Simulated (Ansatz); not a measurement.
Kick test of a cell of C

The cell was found from a structure generator's guess, not taken from experiment.

These are results of DFT PBE, scalar-relativistic, plane waves, PAW (Ansatz), not measurements. Plane waves to 420 eV, a k mesh through Γ of 8×8×6 on the computed 8-atom cell and Gaussian smearing (0.02 eV); no spin polarisation.

The cell below (8 atoms, space group P4_2/mmc (No. 131)) is relaxed within its symmetry.

```xyz
8
Lattice="3.5743 0.0000 0.0000 0.0000 3.5743 0.0000 0.0000 0.0000 4.3351" Properties=species:S:1:pos:R:3 pbc="T T T"
C     2.8054    1.7872    0.7872
C     1.7872    2.8054    2.9548
C     1.7872    0.7689    2.9548
C     2.8054    1.7872    3.5479
C     0.7689    1.7872    3.5479
C     0.7689    1.7872    0.7872
C     1.7872    2.8054    1.3803
C     1.7872    0.7689    1.3803
```

For the test it was strained at random (σ = 1.5 % a component), the atoms were moved at random (σ = 0.10 Å), and all was relaxed again on a coarse 4×4×4 mesh (in the run’s order of axes) with 0.10 eV smearing, with no symmetry imposed.

Task: Does it come back?

Result: It returns, within 1 meV/atom of the unmoved cell on that mesh and with the same symmetry when read at 0.1 Å. So it is stable against the distortions that fit this cell and that this random move excites. Modes that don't fit the cell aren't tested. Another cell of C relaxed alike, in Fd-3m, lies 0.61 eV/atom lower, so this cell isn't the stable form at this level.
